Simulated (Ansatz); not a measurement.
## A Si vacancy next to a Si vacancy in diamond Si, 126 atoms, charge −3

All numbers come from Ansatz (PAW, plane waves, no spin–orbit coupling) at the single k point (¼, ¼, ¼) without its symmetry partners. The atoms were relaxed with PBEsol in a fixed cell; other functionals are single points on those atoms unless said otherwise. The valence top and gap of the host come from its small cell on a dense mesh, with the band extrema sought between the mesh points, lined up by the mean potential, PBEsol gap 0.46 eV, r²SCAN gap 0.76 eV. The charge correction uses an assumed dielectric constant of 11.7.

Cell: a = 15.366 Å, b = 15.366 Å, c = 15.366 Å, α = 60.00°, β = 60.00°, γ = 60.00°.

Nearest atoms after relaxation, from the placed atom (for vacancies from the middle of the vacant sites): Si at 2.73 Å, Si at 2.73 Å, Si at 2.74 Å, Si at 2.74 Å, Si at 2.75 Å, Si at 2.75 Å.

Chemical potentials μ are those of reference phases of the elements at zero temperature by the same functional (the usual solids, diamond for C, grey Sn, and the molecules H2, N2, O2, F2, Cl2, Br2 and S8).

```
functional  E(defect) − E(host) − Σ nμ + q·E_VBM (eV)  monopole (eV)  alignment (eV)  formation energy at E_F = VBM (eV)         moment (μB)            wall time, shared host
    PBEsol                                       5.60           1.17            0.30                                7.07                 0.0  24 s on NVIDIA H100 (relaxation)
    r²SCAN                                       6.68           1.17            0.31                                8.16  0.5 (absolute 3.8)               32 s on NVIDIA H100
```

r²SCAN one-electron levels near the gap (the ten most localised at most), from the host's valence top, not corrected for the charge's images:

```csv
level (eV),spin,filling,atoms sharing it,element of the atom with most weight
0.31,up,1.00,12.5,Si
0.31,down,1.00,12.5,Si
0.32,up,1.00,12.6,Si
0.32,down,1.00,12.6,Si
0.88,up,0.37,124.0,spread
0.92,up,0.01,118.1,spread
0.92,down,0.01,118.1,spread
1.04,up,0.00,14.3,Si
1.05,down,0.00,14.3,Si
1.05,up,0.00,14.5,Si
```

The charge sits partly or wholly in a band of the host, at the cell's one k point and not at the band edge, so the formation energy is too high and the charge correction doesn't apply as it stands.

One k point and a cell of this size can leave errors of several tenths of an eV in such numbers.

The calculation describes a doubly negative divacancy plus an electron in the host's conduction states, rather than a triply negative defect. The four filled localised levels, at 0.31 to 0.32 eV, lie near the middle of the r²SCAN gap and hold the electrons of the dangling-bond combinations. The next localised levels are empty and appear above spread host states, so the last electron probably finds no room on the defect. This agrees with the known chemistry of the divacancy, which binds at most two extra electrons.

The r²SCAN absolute moment of 3.8 μB against a net 0.5 μB shows largely cancelling spin densities, perhaps on dangling bonds at opposite ends of the void. The doubly negative core is normally regarded as spin-paired, so this polarisation may reflect the functional's tendency to overstate exchange splitting, which would also push filled and empty defect levels apart. Without the neighbouring charge states, the results give no acceptor transition level.
